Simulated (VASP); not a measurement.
MgS: single point with LDA

MgS:

```
Mg S
1.0
     0.12395    2.83312    2.83312
     2.83312    0.12395    2.83312
     2.95707    2.95707    0.00000
Mg S
1 1
Direct
  0.00000 0.00000 0.00000
  0.75000 0.75000 0.75000
```

The cell comes from a database or a generator and needn't be the stable form of this composition.

The cell isn't the ideal one: strain +0.0875 x Voigt [0, 0, 0, 0, 0, 1], atoms carried along.

- Program: VASP 6.6.1
- Task: single point
- Functional: LDA
- Potentials or basis: VASP PAW LDA potentials, release 64 (Mg, S)
- Cutoff: 520 eV
- k mesh: 8 × 8 × 8
- Occupations: gaussian, width 0.05 eV
- Spin: no spin polarisation
- Dipole correction: no
- Further INCAR settings: ALGO = Normal; EDIFF = 1e-06; NBANDS = 11

The pressure is -2.0 GPa and the largest force is 0.492 eV/Å. The band gap on the k mesh is 2.97 eV, direct.

Forces in eV/Å, atoms in the order of the input:
```
Mg   0.000  0.000 -0.492
S    0.000  0.000  0.492
```

Stress tensor (GPa, compression positive):
```
-1.93 -4.38  0.00
-4.38 -1.93  0.00
 0.00  0.00 -2.02
```

Levels at points of the mesh, in eV from the valence-band top:
| k point | band 2 | band 3 | band 4 | band 5 | band 6 | band 7 |
| --- | --- | --- | --- | --- | --- | --- |
| (0.00, 0.00, 0.00) | -0.28 | -0.18 | 0.00 | 2.97 | 7.04 | 7.68 |
| (0.50, 0.00, 0.00) | -3.34 | -0.60 | -0.58 | 4.53 | 6.83 | 7.39 |
| (0.50, 0.50, 0.00) | -3.05 | -1.48 | -0.90 | 3.41 | 5.42 | 10.69 |
| (0.00, 0.00, 0.50) | -3.40 | -0.43 | -0.32 | 4.88 | 7.20 | 7.87 |
| (0.50, 0.00, 0.50) | -3.05 | -1.21 | -1.20 | 3.50 | 5.28 | 10.40 |

Run time: 33 s on 1 thread of Intel(R) Xeon(R) Platinum 8488C (Sapphire Rapids), on a shared host, peak memory 0.18 GiB.

A k mesh can miss the band edges.
